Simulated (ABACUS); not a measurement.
Here is an ABACUS 3.10.1 calculation.

The input INPUT:

```
INPUT_PARAMETERS
suffix              SiC
calculation         scf
basis_type          pw
pseudo_dir          ./
symmetry            1
dft_functional      MGGA_X_R2SCAN+MGGA_C_R2SCAN
ecutwfc             95
pseudo_rcut         10
nspin               1
nbands              18
ks_solver           dav
smearing_method     fd
smearing_sigma      0.00367493
scf_thr             1e-08
scf_nmax            100
mixing_type         broyden
mixing_beta         0.7
cal_force           1
cal_stress          1
mixing_tau          1
out_chg             1
kpar                4
```

The input STRU:

```
ATOMIC_SPECIES
Si 28.0850 Si_ONCV_PBE-1.2.upf
C 12.0110 C_ONCV_PBE-1.2.upf

LATTICE_CONSTANT
1.8897261246

LATTICE_VECTORS
3.0760000000 0.0000000000 0.0000000000
-1.5380000000 2.6638941420 0.0000000000
0.0000000000 0.0000000000 5.0480000000

ATOMIC_POSITIONS
Direct

Si
0.0
2
0.6666666667 0.3333333333 0.5000000000 1 1 1
0.3333333333 0.6666666667 0.0000000000 1 1 1

C
0.0
2
0.6666666667 0.3333333333 0.8850000000 1 1 1
0.3333333333 0.6666666667 0.3850000000 1 1 1
```

Contents of KPT:

```
K_POINTS
0
Gamma
6 6 3 0 0 0
```

Potentials or basis: SG15 ONCV 1.2 PBE, plane waves.

The run is started by

```sh
$ OMP_NUM_THREADS=1 mpirun -np 4 abacus > log
```

**Question.** Predict the largest force.

**Answer.** 0.767 eV/Å.

**Question.** Estimate the pressure.

**Answer.** 1.6 GPa.

Forces in eV/Å, atoms in the order of the input:
```
Si   0.000  0.000  0.767
Si   0.000  0.000  0.767
C    0.000  0.000 -0.767
C    0.000  0.000 -0.767
```

Caveat: the potentials were made for another functional, which shifts forces and pressure.
